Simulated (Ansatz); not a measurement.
**SnSe: pressure up to the limit of the methods**

How does SnSe (CsCl type) answer strong compression? The runs shown use PAW. Its runs: cell relaxed at zero pressure (PAW); volume scaled by 1 (PAW); volume scaled by 0.9 (PAW); volume scaled by 0.8 (PAW); volume scaled by 0.7 (PAW); volume scaled by 0.6 (PAW); volume scaled by 0.5 (PAW); volume scaled by 0.4 (PAW and PAW (cutoff 600 eV)).

Computed with Ansatz 0.2.0 (DFT, PBE, PAW with Ansatz's default frozen-core files, scalar-relativistic, unless a step's input says otherwise).

## Step 1: Starting point

It takes space group Pm-3m (No. 221, cubic). Conventional cell: a = 3.055 Å, b = 3.055 Å, c = 3.055 Å, α = 90.00°, β = 90.00°, γ = 90.00°. Sn (site symmetry m-3m) has 8 Se at 2.65 Å as nearest neighbours. Se (site symmetry m-3m) has 8 Sn at 2.65 Å as nearest neighbours.

Structure file:

```xyz
2
Lattice="3.0547 0.0000 0.0000 0.0000 3.0547 0.0000 0.0000 0.0000 3.0547" Properties=species:S:1:pos:R:3 pbc="T T T"
Sn    0.0000    0.0000    0.0000
Se    1.5273    1.5273    1.5273
```

Whether this phase is the stable one at these pressures isn't tested.

Atoms are numbered in the order of the input: Sn1, Se2.

## Step 2: Cell relaxed at zero pressure, PAW

The input, input.yaml:

```yaml
crystal:
  lattice:
    - [3.0546685047, 0.0, 0.0]
    - [0.0, 3.0546685047, 0.0]
    - [0.0, 0.0, 3.0546685047]
  atoms:
    - { symbol: Sn, position: [0.0, 0.0, 0.0] }
    - { symbol: Se, position: [0.5, 0.5, 0.5] }
kpoints:
  mp_grid: { grid: [14, 14, 14] }
scf:
  occupations: { method: fermi_dirac, width: 0.1 }
hamiltonian:
  xc: pbe
  pseudopotentials: { kind: paw }
output:
  forces: true
  stress: true
relax:
  f_tol: 0.005
  max_steps: 40
  cell: {}
```

Run with:

```bash
ansatz run input.yaml --threads 1 --pin off --max-ram 2048MiB --backend cpu --events-out ev --progress --plain --runs-dir out
```

The runs that follow: Volume scaled by 1, PAW; Volume scaled by 0.9, PAW; Volume scaled by 0.8, PAW; Volume scaled by 0.7, PAW; Volume scaled by 0.6, PAW; Volume scaled by 0.5, PAW; Volume scaled by 0.4, PAW; Volume scaled by 0.4, PAW (cutoff 600 eV).

Before running it: what results should come out? Wanted: PAW pressure at 0.4 of the volume; fitted bulk modulus at zero pressure.

The runs gave:

| quantity | value |
| --- | --- |
| PAW pressure at 0.4 of the volume | 380.1 GPa |
| PAW (cutoff 600 eV) pressure at 0.4 of the volume | 379.9 GPa |
| fitted bulk modulus at zero pressure (PAW) | 48 GPa |
| its pressure derivative | 4.57 |

**Reading.** At 0.4 of the starting volume PAW gives 380 GPa. One third-order Birch-Murnaghan curve follows these points (B₀ = 48 GPa, B′ = 4.57, misfit at most 0.88 GPa). A fit over so wide a range leans to the high pressures, so B₀ can be off by several per cent. No all-electron run checks these rows here, and frozen cores can fail under such compression. The ions are at rest, and the electrons smeared by 0.1 eV.
